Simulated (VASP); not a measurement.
Consider the following.

```
GeO2
1.0
    4.48609     0.00000     0.00000
    0.00000     4.48609     0.00000
    0.00000     0.00000     2.90943
Ge O
2 4
Direct
  0.00000   0.00000   0.00000
  0.50000   0.50000   0.50000
  0.30691   0.30691   0.00000
  0.80691   0.19309   0.50000
  0.19309   0.80691   0.50000
  0.69309   0.69309   0.00000
```

Method: PBE GGA with spin-orbit coupling, VASP's PBE PAW potentials (set 64) (plane waves; VASP). Settings: 520 eV cut-off, 5×5×7 Γ-centred mesh, Gaussian smearing of 0.050 eV, potentials Ge_d O.

Task: Give the energies of bands 41 to 54 at the high-symmetry points, in eV from the valence-band maximum.

Result: 
```json
[
 {"band": "41", "Γ": "-2.41", "X": "-2.71", "M": "-2.25", "Z": "-3.55", "R": "-2.61", "A": "-3.45"},
 {"band": "42", "Γ": "-2.41", "X": "-2.71", "M": "-2.25", "Z": "-3.55", "R": "-2.61", "A": "-3.45"},
 {"band": "43", "Γ": "-1.96", "X": "-2.71", "M": "-2.25", "Z": "-3.55", "R": "-2.61", "A": "-3.45"},
 {"band": "44", "Γ": "-1.96", "X": "-2.71", "M": "-2.25", "Z": "-3.55", "R": "-2.61", "A": "-3.45"},
 {"band": "45", "Γ": "-1.96", "X": "-1.78", "M": "-2.05", "Z": "-2.12", "R": "-1.35", "A": "-1.30"},
 {"band": "46", "Γ": "-1.96", "X": "-1.78", "M": "-2.05", "Z": "-2.12", "R": "-1.35", "A": "-1.30"},
 {"band": "47", "Γ": "-0.81", "X": "-1.78", "M": "-2.05", "Z": "-2.12", "R": "-1.35", "A": "-1.30"},
 {"band": "48", "Γ": "-0.81", "X": "-1.78", "M": "-2.05", "Z": "-2.12", "R": "-1.35", "A": "-1.30"},
 {"band": "49", "Γ": "-0.78", "X": "-0.80", "M": "-1.41", "Z": "-1.79", "R": "-1.32", "A": "-1.10"},
 {"band": "50", "Γ": "-0.78", "X": "-0.80", "M": "-1.41", "Z": "-1.79", "R": "-1.32", "A": "-1.10"},
 {"band": "51", "Γ": "0.00", "X": "-0.80", "M": "-1.41", "Z": "-1.79", "R": "-1.31", "A": "-1.10"},
 {"band": "52", "Γ": "0.00", "X": "-0.80", "M": "-1.41", "Z": "-1.79", "R": "-1.31", "A": "-1.10"},
 {"band": "53", "Γ": "1.19", "X": "4.34", "M": "4.42", "Z": "5.64", "R": "5.85", "A": "4.22"},
 {"band": "54", "Γ": "1.19", "X": "4.34", "M": "4.42", "Z": "5.64", "R": "5.85", "A": "4.22"}
]
```

The gap is direct, 1.19 eV, from the valence maximum at Γ to the conduction minimum at Γ.

Measured: gap 4.68 eV (computed value off by -3.49 eV), as given by Kelsey A. Mengle et al., Journal of Applied Physics (2019), arXiv:1905.10301.

The compound is GeO2 in the rutile structure. It was relaxed first, which changed the volume by +6 %.
